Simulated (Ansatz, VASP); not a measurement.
# Al32O47 (V_O): VASP beside Ansatz, part 2 of 2

One calculation is typed for both programs; each brings its own data sets. How far apart do they land? The cell is taken from a series of runs on this material, whose earlier steps may have relaxed, scaled, displaced or heated it; both programs get it as it stands.

VASP 6.6.1 and Ansatz 0.2.0.

So far. Step 2 (VASP: single point, PBEsol, pair 1): The run ends at a pressure of -0.24 GPa, with forces up to 0.049 eV/Å.

## Step 6: VASP: single point, PBEsol, pair 2

Level of this step: PBEsol, spin-polarised from a ferromagnetic start; plane waves and PAW (Al, O) (VASP).

The same cell, functional and mesh now go to VASP, with its own data sets.

File INCAR:

```
SYSTEM = Al32O47
PREC = Accurate
ENCUT = 520
EDIFF = 1E-06
NELM = 200
ISMEAR = 0
SIGMA = 0.01
LREAL = Auto
ALGO = Normal
GGA = PS
NELECT = 377
NBANDS = 248
ISPIN = 2
MAGMOM = 0 0.02 0 0 -0 0 0 0 0 0 0 0 0 0 0 0 0.02 0 0 -0 0 0 0.01 0.01 0 -0 0 0 0 0 -0 0 0 0 -0 0 0 0 0 0.02 0 0.02 0 0.01 -0 0.01 0 0 0 0 0 0 0 -0 0 0 0.01 0.01 0.02 -0 0.01 -0 0 0.01 0.02 0 0 0.02 0 0 0 0 0 0 0 -0 0 0 0.02
LORBIT = 11
LWAVE = .FALSE.
LCHARG = .FALSE.
ISIF = 2
NUPDOWN = 1
LASPH = .TRUE.
GGA_COMPAT = .FALSE.
NCORE = 2
```

File POSCAR:

```
Al32O47
1.0
    4.7733054486      2.7558691857      8.6752445018
   -4.7733054486      2.7558691857      8.6752445018
    0.0000000000     -5.5117383714      8.6752445018
Al O
32 47
Direct
    0.3226100000      0.3233300000      0.3223900000
    0.4143300000      0.4340900000      0.4221500000
    0.0735700000      0.0749200000      0.0730300000
    0.1794700000      0.1754300000      0.1735500000
    0.3238300000      0.3256400000      0.8213800000
    0.4258200000      0.4257800000      0.9261200000
    0.0743000000      0.0734100000      0.5738800000
    0.1749400000      0.1762800000      0.6767700000
    0.3229900000      0.8248900000      0.3243700000
    0.4256000000      0.9255700000      0.4266200000
    0.0747700000      0.5745900000      0.0724600000
    0.1744300000      0.6776900000      0.1755400000
    0.3234100000      0.8226000000      0.8243900000
    0.4246400000      0.9254400000      0.9274700000
    0.0697200000      0.5766000000      0.5747300000
    0.1756100000      0.6771500000      0.6752000000
    0.8347700000      0.3279400000      0.3161500000
    0.9265800000      0.4277500000      0.4268200000
    0.5734000000      0.0735700000      0.0767000000
    0.6759400000      0.1770200000      0.1760600000
    0.8236200000      0.3235400000      0.8245700000
    0.9262400000      0.4257700000      0.9252500000
    0.5699200000      0.0642600000      0.5797500000
    0.6793000000      0.1703900000      0.6858700000
    0.8234100000      0.8240300000      0.3243400000
    0.9253700000      0.9287600000      0.4245400000
    0.5741700000      0.5746400000      0.0727200000
    0.6750600000      0.6773900000      0.1755500000
    0.8245700000      0.8226800000      0.8247400000
    0.9258000000      0.9257800000      0.9275300000
    0.5732500000      0.5740800000      0.5731500000
    0.6758100000      0.6734500000      0.6765500000
    0.2217700000      0.0286800000      0.3745300000
    0.4716600000      0.1250900000      0.2785100000
    0.0309200000      0.3746100000      0.2213800000
    0.3772500000      0.2218600000      0.0251600000
    0.1246100000      0.2774900000      0.4726800000
    0.2778800000      0.4723600000      0.1244700000
    0.2229200000      0.0284200000      0.8743700000
    0.4755000000      0.1284000000      0.7699700000
    0.0274500000      0.3756200000      0.7214800000
    0.3770600000      0.2231000000      0.5271300000
    0.1256500000      0.2785000000      0.9709100000
    0.2779400000      0.4730200000      0.6229600000
    0.2182500000      0.5288000000      0.3755400000
    0.4713800000      0.6251000000      0.2779900000
    0.0261700000      0.8766800000      0.2223600000
    0.3739900000      0.7219400000      0.0289600000
    0.1235700000      0.7792600000      0.4716500000
    0.2778500000      0.9731200000      0.1243900000
    0.2230500000      0.5278000000      0.8734500000
    0.4718500000      0.6237500000      0.7775000000
    0.0262900000      0.8758200000      0.7217300000
    0.3744100000      0.7224300000      0.5276200000
    0.1246000000      0.7780400000      0.9721300000
    0.2779900000      0.9724700000      0.6251100000
    0.7193700000      0.0330600000      0.3764300000
    0.9713000000      0.1271500000      0.2771200000
    0.5276000000      0.3755500000      0.2242000000
    0.8748000000      0.2225400000      0.0277300000
    0.7778400000      0.4722100000      0.1250300000
    0.7223200000      0.0249900000      0.8792500000
    0.9712500000      0.1250600000      0.7776800000
    0.5298400000      0.3737100000      0.7171100000
    0.8721900000      0.2230000000      0.5270900000
    0.6244500000      0.2781500000      0.9722500000
    0.7775700000      0.4716500000      0.6250600000
    0.7216200000      0.5259600000      0.3746400000
    0.9713300000      0.6256800000      0.2777800000
    0.5274300000      0.8749600000      0.2225900000
    0.8752300000      0.7212000000      0.0282100000
    0.6247800000      0.7778900000      0.4720100000
    0.7773400000      0.9726500000      0.1264000000
    0.7218000000      0.5275700000      0.8751700000
    0.9713900000      0.6257700000      0.7770200000
    0.5268800000      0.8709000000      0.7251600000
    0.8719700000      0.7249900000      0.5282900000
    0.6246000000      0.7789100000      0.9712500000
    0.7736900000      0.9801500000      0.6217800000
```

File KPOINTS:

```
Automatic mesh
0
Gamma
1 1 1
0 0 0
```

The projector-augmented-wave data sets are Al and O (PBE family, release 64).

The run is started by

```sh
mpirun -np 8 vasp_gam
```

Numbers of over 12 decimals in the logs are rounded to 6 here.

The log of the run:

```text
[banner, memory and clock lines left out]
running    8 mpi-ranks, on    1 nodes
[...]
[... a notice as in an earlier step ...]

 LDA part: xc-table for (Slater+PW92), standard interpolation
 POSCAR, INCAR and KPOINTS ok, starting setup
[...]
entering main loop
       N       E                     dE             d eps       ncg     rms          rms(c)
DAV:   1     0.372093715310E+04    0.37209E+04   -0.22143E+05  1000   0.154E+03
DAV:   2    -0.280632734871E+03   -0.40016E+04   -0.37961E+04  1392   0.376E+02
DAV:   3    -0.675055301914E+03   -0.39442E+03   -0.39106E+03  1184   0.121E+02
DAV:   4    -0.682662052428E+03   -0.76068E+01   -0.75894E+01  1208   0.182E+01
DAV:   5    -0.682742657215E+03   -0.80605E-01   -0.80536E-01  1184   0.200E+00BRMIX: very serious problems
 the old and the new charge density differ
 old charge density:   378.00000 new  377.00001
    0.462E+01
DAV:   6    -0.626379679024E+03    0.56363E+02   -0.22842E+02  1136   0.291E+01    0.169E+01
DAV:   7    -0.625975349506E+03    0.40433E+00   -0.53336E+00  1160   0.449E+00    0.918E+00
DAV:   8    -0.625688802262E+03    0.28655E+00   -0.46787E-01  1168   0.207E+00    0.240E+00
DAV:   9    -0.625684146429E+03    0.46558E-02   -0.11433E-01  1184   0.755E-01    0.102E+00
[...]
DAV:  14    -0.625688495072E+03    0.21744E-07   -0.13577E-05  1168   0.113E-02    0.102E-02
DAV:  15    -0.625688495454E+03   -0.38173E-06   -0.10708E-05  1120   0.777E-03    0.491E-03
DAV:  16    -0.625688495251E+03    0.20317E-06   -0.74883E-07   752   0.284E-03
   1 F= -.62568850E+03 E0= -.62568850E+03  d E =-.250949E-13  mag=     1.0001
```

OUTCAR, selected parts (step 6):

```text
  FREE ENERGIE OF THE ION-ELECTRON SYSTEM (eV)
  ---------------------------------------------------
  free  energy   TOTEN  =      -625.6884952509 eV

  energy  without entropy=     -625.6884952509  energy(sigma->0) =     -625.68849525

 magnetization (x)
# of ion       s       p       d       tot
------------------------------------------
    1        0.001  -0.000   0.000   0.001
    2        0.016   0.023   0.000   0.038
    3        0.000   0.000   0.000   0.000
    4        0.000   0.000   0.000   0.001
    5       -0.000  -0.000   0.000  -0.000
    6        0.001   0.001   0.000   0.001
    7        0.001   0.001   0.000   0.002
    8        0.001   0.001   0.000   0.002
    9        0.001   0.000   0.000   0.001
   10        0.000  -0.000   0.000   0.000
   11        0.000   0.000   0.000   0.000
   12        0.000   0.000   0.000   0.000
   13        0.000   0.000   0.000   0.000
[...]
--------------------------------------------------
tot          0.091   0.217   0.000   0.307
```

The cell is charged against a uniform background.

The run ends at a pressure of -2.39 GPa, with forces up to 0.048 eV/Å.

## Step 7: Differences

What differs besides the data sets and the points named for the pairs above, as far as they apply: VASP starts from the moments at which Ansatz ended. Total energies have different zeros and are not compared.

The two programs side by side:

```tsv
quantity	Ansatz	VASP	difference
total moment, fixed by the input (μB)	1.00	1.00	0.00
```

At this near-relaxed geometry the largest component of a force difference is 12 meV/Å. The cell carries a charge of +1 e against a uniform background, so its pressure also hangs on how the neutralising background is counted, and in a defect's cell a gap may be the spacing between its levels.

## Step 8: Outcome

```
difference in gap on the k mesh (single point, PBEsol, pair 1)                : -0.017 eV
difference in total moment, fixed by the input (single point, PBEsol, pair 2) : -1.0e-4 μB
```

**Reading.** The difference in gap on the k mesh is -0.017 eV (single point, PBEsol, pair 1), within the 0.08 eV picked in this series as the mark of a large difference. How closely two codes agree says nothing of how well the functional describes the real material.

[Lines on the potential files, build, host, timing and source positions are cut from VASP's logs without a mark.]

[Logs are printed without paths, hosts, clocks, repeated set-up lines and the standing remarks that a program may print on its own settings, such as how far it seeks lower states.]

[Hosts, paths, dates, database ids (printed as entryN), source tags and the programs' standing remarks are cut or masked in the printed files.]
